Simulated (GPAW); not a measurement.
# Al (Fm-3m) in GPAW: single point with PBE

Aim: the single point of Al with PBE.

All numbers are computed with GPAW 26.7.0; they aren't measurements. Logs are shortened: lines on timing, memory, paths and dates and some standing lists are left out, and cuts for length are marked. The log counts tension as positive stress, the text compression.

**1. The structure**

Symmetry: Fm-3m, No. 225, cubic system. The conventional cell has a = 4.050 Å, b = 4.050 Å, c = 4.050 Å, α = 90.00°, β = 90.00°, γ = 90.00°. Around Al (site symmetry m-3m) lie 12 Al at 2.86 Å.

**2. Single point, PBE**

run.py

```python
from ase.dft.bandgap import bandgap
from ase.io import write
from ase.spacegroup import crystal
from ase.units import GPa
from gpaw import GPAW, PW

# Al 4a
atoms = crystal(['Al'],
                basis=[[0.0, 0.0, 0.0]],
                spacegroup=225, setting=1,  # Fm-3m
                cellpar=[4.04961, 4.04961, 4.04961, 90.0, 90.0, 90.0],
                primitive_cell=True)

calc = GPAW(mode=PW(300),
            xc='PBE',
            kpts={'size': (11, 11, 11), 'gamma': True},
            occupations={'name': 'fermi-dirac', 'width': 0.05},
            nbands=7,
            convergence={'density': 1e-05, 'energy': 1e-05},
            maxiter=100,
            txt='gpaw.txt')
atoms.calc = calc
energy = atoms.get_potential_energy()
forces = atoms.get_forces()
stress = atoms.get_stress()
calc.write('gs.gpw')
write('result.traj', atoms)
print(f'Energy: {energy:.6f} eV')
print('Forces (eV/A):')
print(forces.round(4))
print('Stress (GPa):', (stress / GPa).round(3))
print('Fermi level:', round(calc.get_fermi_level(), 4), 'eV')
print(f'Gap: {bandgap(calc)[0]:.4f} eV, direct: {bandgap(calc, direct=True)[0]:.4f} eV')
```

Potentials or basis: GPAW PAW data sets (gpaw-data 1.2.1), pw.

Launch:

```bash
$ OMP_NUM_THREADS=1 python run.py
```

gpaw.txt:

```text
__  _  _
 | _ |_)|_||  |
 |__||  | ||/\| - 26.7.0

Input parameters:
  mode=PW(ecut=300.0),
  convergence={'density': 1e-05, 'energy': 1e-05},
  kpts=MonkhorstPack(size=(11, 11, 11), gamma=True),
  maxiter=100,
  nbands=7,
  occupations=Occupations(name='fermi-dirac', width=0.05),
  xc=XC(name='PBE')

Diagonalizing LCAO Hamiltonian
Converting LCAO to pw mode

       Al

Atoms  # Å, Bohr magnetons
|   | symbol |        x |        y |        z |    initial magnetic moments |
|---|--------|----------|----------|----------|-----------------------------|
| 0 |     Al | 0.000000 | 0.000000 | 0.000000 | ( 0.0000,  0.0000,  0.0000) |

Unit cell  # Å
| periodic |        x |        y |        z |  lengths |    angles |
|----------|----------|----------|----------|----------|-----------|
|      yes | 0.000000 | 2.024805 | 2.024805 | 2.863507 | 60.000000 |
|      yes | 2.024805 | 0.000000 | 2.024805 | 2.863507 | 60.000000 |
|      yes | 2.024805 | 2.024805 | 0.000000 | 2.863507 | 60.000000 |

Number of symmetries: 48
Symmetry operations  # r_c * U_cc + t_c -> r_c
|    | kind |            matrix            |
|----|------|------------------------------|
|  0 |  σ   |  1, 0, 0,  1, 0,-1,  1,-1, 0 |
|  1 |  C2  |  1, 0, 0,  1,-1, 0,  1, 0,-1 |
|  2 |  E   |  1, 0, 0,  0, 1, 0,  0, 0, 1 |
|  3 |  σ   |  1, 0, 0,  0, 0, 1,  0, 1, 0 |
|  4 |  C4  |  1, 0,-1,  1, 0, 0,  1,-1, 0 |
|  5 |  S6  |  1, 0,-1,  1,-1, 0,  1, 0, 0 |
|  6 |  σ   |  1, 0,-1,  0, 1,-1,  0, 0,-1 |
|  7 |  C3  |  1, 0,-1,  0, 0,-1,  0, 1,-1 |
|  8 |  S6  |  1,-1, 0,  1, 0, 0,  1, 0,-1 |
|  9 |  C4  |  1,-1, 0,  1, 0,-1,  1, 0, 0 |
| 10 |  C3  |  1,-1, 0,  0,-1, 1,  0,-1, 0 |
| 11 |  σ   |  1,-1, 0,  0,-1, 0,  0,-1, 1 |
| 12 |  σ   |  0, 1, 0,  1, 0, 0,  0, 0, 1 |
| 13 |  C4  |  0, 1, 0,  0, 1,-1, -1, 1, 0 |
| 14 |  C3  |  0, 1, 0,  0, 0, 1,  1, 0, 0 |
| 15 |  S6  |  0, 1, 0, -1, 1, 0,  0, 1,-1 |
| 16 |  C2  |  0, 1,-1,  1, 0,-1,  0, 0,-1 |
| 17 |  σ   |  0, 1,-1,  0, 1, 0, -1, 1, 0 |
| 18 |  S4  |  0, 1,-1,  0, 0,-1,  1, 0,-1 |
| 19 |  C4  |  0, 1,-1, -1, 1, 0,  0, 1, 0 |
| 20 |  C3  |  0, 0, 1,  1, 0, 0,  0, 1, 0 |
| 21 |  σ   |  0, 0, 1,  0, 1, 0,  1, 0, 0 |
| 22 |  S6  |  0, 0, 1,  0,-1, 1, -1, 0, 1 |
| 23 |  C4  |  0, 0, 1, -1, 0, 1,  0,-1, 1 |
| 24 |  S4  |  0, 0,-1,  1, 0,-1,  0, 1,-1 |
| 25 |  C3  |  0, 0,-1,  0, 1,-1,  1, 0,-1 |
| 26 |  C2  |  0, 0,-1,  0,-1, 0, -1, 0, 0 |
| 27 |  S6  |  0, 0,-1, -1, 0, 0,  0,-1, 0 |
| 28 |  S4  |  0,-1, 1,  1,-1, 0,  0,-1, 0 |
| 29 |  C4  |  0,-1, 1,  0, 0, 1, -1, 0, 1 |
| 30 |  C2  |  0,-1, 1,  0,-1, 0,  1,-1, 0 |
| 31 |  σ   |  0,-1, 1, -1, 0, 1,  0, 0, 1 |
| 32 |  C3  |  0,-1, 0,  1,-1, 0,  0,-1, 1 |
| 33 |  S6  |  0,-1, 0,  0, 0,-1, -1, 0, 0 |
| 34 |  S4  |  0,-1, 0,  0,-1, 1,  1,-1, 0 |
| 35 |  C2  |  0,-1, 0, -1, 0, 0,  0, 0,-1 |
| 36 |  C2  | -1, 1, 0,  0, 1, 0,  0, 1,-1 |
| 37 |  S6  | -1, 1, 0,  0, 1,-1,  0, 1, 0 |
| 38 |  S4  | -1, 1, 0, -1, 0, 1, -1, 0, 0 |
| 39 |  C3  | -1, 1, 0, -1, 0, 0, -1, 0, 1 |
| 40 |  S6  | -1, 0, 1,  0, 0, 1,  0,-1, 1 |
| 41 |  C2  | -1, 0, 1,  0,-1, 1,  0, 0, 1 |
| 42 |  C3  | -1, 0, 1, -1, 1, 0, -1, 0, 0 |
| 43 |  S4  | -1, 0, 1, -1, 0, 0, -1, 1, 0 |
| 44 |  C2  | -1, 0, 0,  0, 0,-1,  0,-1, 0 |
| 45 |  i   | -1, 0, 0,  0,-1, 0,  0, 0,-1 |
| 46 |  σ   | -1, 0, 0, -1, 1, 0, -1, 0, 1 |
| 47 |  C2  | -1, 0, 0, -1, 0, 1, -1, 1, 0 |

BZ-sampling:
  Number of BZ points: 1331
  Number of IBZ points: 56

  Monkhorst-Pack size: [11, 11, 11]
  Monkhorst-Pack shift: [0, 0, 0]

K-points  # in reciprocal-cell coordinates
|     |                                coordinates |     weight |
|-----|--------------------------------------------|------------|
|   0 | (  0.00000000,   0.00000000,   0.00000000) | 0.00075131 |
|   1 | (  0.09090909,   0.09090909,   0.00000000) | 0.00450789 |
|   2 | (  0.09090909,   0.09090909,   0.09090909) | 0.00601052 |
|   3 | (  0.18181818,   0.09090909,   0.09090909) | 0.00901578 |
|   4 | (  0.18181818,   0.18181818,   0.00000000) | 0.00450789 |
|   5 | (  0.18181818,   0.18181818,   0.09090909) | 0.01803156 |
|   6 | (  0.18181818,   0.18181818,   0.18181818) | 0.00601052 |
|   7 | (  0.27272727,   0.18181818,   0.09090909) | 0.01803156 |
|   8 | (  0.27272727,   0.18181818,   0.18181818) | 0.01803156 |
|   9 | (  0.27272727,   0.27272727,   0.00000000) | 0.00450789 |
| ... |                                            |            |
|  55 | (  0.45454545,   0.45454545,   0.45454545) | 0.00601052 |

Plane wave coefficients: 203
Cutoff: 300.0 eV

Spin-components: 1 (collinear spins)
Bands:           7
Projectors:      5
Spin-degeneracy: 2
Datatype:        complex128

Parallelization:
  kpt:    1
  domain: 1
  band:   1

Density:
  Valence electrons: 3.0
  Components: 1
  Grid points: [12 12 12]
  Charge: 0.0  # |e|

Potential:
  Grid points: [12 12 12]

species:
  Al:
    name:    Aluminium
    Z:       13.0
    valence: 3
    core:    10
    charge:  0.0  # [|e|]
    compensation charges:
      type: gauss
      rc: 0.34  # [Å]
      lmax: 2
    cutoffs:
      filter: 1.91  # [Å]
      core: 2.36  # [Å]
    projectors
    | kind |    occ | energy [eV] | rcut [Å] |
    |------|--------|-------------|----------|
    |   3s |  2.000 |      -7.753 |    1.085 |
    |   3p |  1.000 |      -2.712 |    1.085 |
    |    s |        |      19.459 |    1.085 |
    |    p |        |      24.499 |    1.085 |
    |    d |        |       0.000 |    1.085 |

    Using partial waves for Al as LCAO basis

Reference energy: -6603.423265  # eV

eigensolver:
  PPCG
  Converge bands: occupied
  niter=2

density mixing:
  MSR1-Mixer
  Pratt-step length: 0.05
  Maximum mixing coefficient: 0.75
  Old densities: 10
  SVD Regularization: 0.005
  Good broyden scale: 1.0
  Trust region scale: 1.0
  Backstep threshold: 4.0
  History deletion threshold: 6.0
  Fourier metric: weight=20.0, sigma=0.015

occupation numbers:
  Fermi-Dirac:
    width: 0.0500  # eV

poisson solver:
  ecut: 2400.0  # eV

xc functional:
  name: PBE with 2 nearest neighbor stencil

convergence criteria:
- Maximum integral of absolute [dens]ity change: 1e-05 electrons / valence electron
- Maximum [total energy] change in last 3 cyles: 1e-05 eV / valence electron
- Maximum integral of absolute [eigenst]ate change: 4e-08 eV^2 / valence electron
maximum number of iterations: 100

SCF iterations
|iter     | |      energy | eigst |  dens |
|---------|-|-------------|-------|-------|
|iter:   1| |   -3.744061 | -0.27 |       |
|iter:   2| |   -3.744246 | -3.54 | -0.97 |
|iter:   3| |   -3.743984 | -3.43 | -1.00 |
|iter:   4| |   -3.744264 | -4.06 | -1.55 |
|iter:   5| |   -3.744271 | -6.02 | -2.92 |
|iter:   6| |   -3.744272c| -6.56 | -3.35 |
|iter:   7| |   -3.744272c| -8.57c| -4.61 |
|iter:   8| |   -3.744272c| -9.11c| -5.09c|

Converged in 8 steps
Energy contributions relative to reference atoms: (reference = -6603.423265)

Energy contributions:
  Kinetic:           3.536187
  Coulomb:          -1.680452
  Zero:             -0.007086
  External:          0.000000
  Xc:               -5.590918
  Entropy:          -0.004007
  Spinorbit:         0.000000
  ----------------------------
  Free energy:      -3.746276
  Extrapolated:     -3.744272

dipole moment: (-6.948225, -6.948225, -6.948225)  # |e|*Ang

Fermi level: 7.113
Eigenvalues  # (at kpt = [0.000, 0.000, 0.000])
| band index |      eig [eV] | occ [0-2] |
|------------|---------------|-----------|
|          0 |        -3.995 |     2.000 |
|          1 |        19.695 |     0.000 |
|          2 |        19.695 |     0.000 |
|          3 |        19.695 |     0.000 |
|          4 |        21.141 |     0.000 |
|          5 |        21.141 |     0.000 |
|          6 |        21.141 |     0.000 |

No gap
No difference between direct/indirect transitions

Forces  # eV/Ang
|       x |        y |       z |
|---------|----------|---------|
| 0.00000 | -0.00000 | 0.00000 |  # Al   0

Stress tensor  # eV/Ang^3
|         x |         y |        z |
|-----------|-----------|----------|
|  0.001982 | -0.000000 | 0.000000 |
| -0.000000 |  0.001982 | 0.000000 |
|  0.000000 |  0.000000 | 0.001982 |

# Writing to gs.gpw (mode='')
```

Wall time 1.7 s (1 thread of AMD EPYC 9R45 (Zen 5), shared host); peak memory 0.12 GiB.

These settings aren't checked as converged: the numbers below hold their error.

What came out:

| Quantity | Value |
| --- | --- |
| Free energy | -3.7463 eV |
| Pressure | -0.3 GPa |
| Band gap on the k mesh | none (metal or under the smearing width) |

Caveat: the cutoff is short for stress and forces, so pressures can be off by a GPa or more.
